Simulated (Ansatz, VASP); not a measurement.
**One calculation of Y, two programs**

The input INCAR:

```
SYSTEM = Y
PREC = Accurate
ENCUT = 520
EDIFF = 1E-6
ISMEAR = -1
SIGMA = 0.05
LREAL = .False.
LASPH = .True.
NELM = 80
ALGO = Normal
ISIF = 2
LWAVE = .False.
LCHARG = .True.
GGA = PE
LELF = .True.
LVHAR = .True.
NBANDS = 18
```

The input KPOINTS:

```
Automatic mesh
0
Gamma
  7 7 4
  0 0 0
```

Contents of POSCAR:

```
Y
1.0
    3.6474000000      0.0000000000      0.0000000000
   -1.8237000000      3.1587410578      0.0000000000
    0.0000000000      0.0000000000      5.6732940000
Y
2
Direct
    0.6666666667      0.3333333333      0.7500000000
    0.3333333333      0.6666666667      0.2500000000
```

File input.yaml:

```yaml
crystal:
  lattice:
    - [3.6474, 0.0, 0.0]
    - [-1.8237, 3.1587410578, 0.0]
    - [0.0, 0.0, 5.673294]
  atoms:
    - { symbol: "Y", position: [0.6666666667, 0.3333333333, 0.75] }
    - { symbol: "Y", position: [0.3333333333, 0.6666666667, 0.25] }
hamiltonian:
  xc: pbe
  pseudopotentials: { kind: paw }
kpoints:
  mp_grid: { grid: [7, 7, 4] }
scf:
  occupations: { method: fermi_dirac, width: 0.05 }
output:
  forces: true
  stress: true
  eigenvalues: true
```

Alike in both runs: task single point; functional PBE; k mesh 7 × 7 × 4; occupations fermi-dirac, width 0.05 eV; no spin polarisation.

```csv
,VASP,Ansatz
version,VASP 6.6.1,Ansatz 0.2.0
potentials or method,"VASP PAW PBE potentials, release 64 (Y_sv)",Ansatz PAW
plane-wave cutoff (eV),520,420
valence electrons in the cell,22,22
```

```csv
,VASP,Ansatz,Ansatz less VASP
gap on the k mesh at the Fermi level (eV),none,none,-
pressure (GPa),0.2,0.3,+0.11
largest component of the traceless stress (GPa),0.15,0.15,+0.001
```

A gap of «none» marks a metal or a gap that the smearing closes.
